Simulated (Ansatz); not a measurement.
# Be12H: the cost of one run

Program: Ansatz 0.2.0. Level of theory: DFT r2SCAN+D3(BJ), plane waves, PAW, scalar-relativistic, no spin polarisation. These are calculated values, not measurements.

**1. The starting structure**

The cell holds 13 atoms (Be12H): a = 4.580 Å, b = 4.580 Å, c = 14.588 Å, α = 90.00°, β = 90.00°, γ = 60.00°.

Structure file:

```
Be H
1.0
     4.58000    0.00000    0.00000
     2.29000    3.96640    0.00000
     0.00000    0.00000   14.58843
Be H
12 1
Direct
  0.00000 0.00000 0.06855
  0.50000 0.00000 0.06855
  0.00000 0.50000 0.06855
  0.50000 0.50000 0.06855
  0.83333 0.33333 0.19154
  0.33333 0.33333 0.19154
  0.83333 0.83333 0.19154
  0.33333 0.83333 0.19154
  0.00000 0.00000 0.31453
  0.50000 0.00000 0.31453
  0.00000 0.50000 0.31453
  0.50000 0.50000 0.31453
  0.48889 0.50206 0.40227
```

**2. End point A**

Contents of input.yaml:

```yaml
crystal:
  lattice:
    - [4.58, 0.0, 0.0]
    - [2.29, 3.966396, 0.0]
    - [0.0, 0.0, 14.58843]
  atoms:
    - { symbol: Be, position: [0.0, 0.0, 0.0685475] }
    - { symbol: Be, position: [0.5, 0.0, 0.0685475] }
    - { symbol: Be, position: [0.0, 0.5, 0.0685475] }
    - { symbol: Be, position: [0.5, 0.5, 0.0685475] }
    - { symbol: Be, position: [-0.1666667, 0.3333333, 0.1915364] }
    - { symbol: Be, position: [0.3333333, 0.3333333, 0.1915364] }
    - { symbol: Be, position: [-0.1666667, 0.8333333, 0.1915364] }
    - { symbol: Be, position: [0.3333333, 0.8333333, 0.1915364] }
    - { symbol: Be, position: [0.0, 0.0, 0.3145253] }
    - { symbol: Be, position: [0.5, 0.0, 0.3145253] }
    - { symbol: Be, position: [0.0, 0.5, 0.3145253] }
    - { symbol: Be, position: [0.5, 0.5, 0.3145253] }
    - { symbol: H, position: [0.4888871, 0.5020572, 0.402266] }
basis:
  ecutwfc: 500.0
kpoints:
  mp_grid: { grid: [6, 6, 1] }
hamiltonian:
  xc: r2scan
  dispersion: d3bj
scf:
  occupations: { method: fermi_dirac, width: 0.05 }
  lower_state_search: "off"
relax:
  f_tol: 0.03
  max_steps: 60
  adjacent_minimum: "off"
  constraints: [{ sites: [0, 1, 2, 3] }]
```

Command:

```sh
$ ansatz run input.yaml --threads 2 --pin off --max-ram 5120MiB --backend cpu --events-out ev --progress --plain --runs-dir out
```

Q: Estimate wall time and peak memory on 2 threads of AMD EPYC 9R45 (Zen 5), shared host.

About 47 s, with a peak of 1.1 GiB.
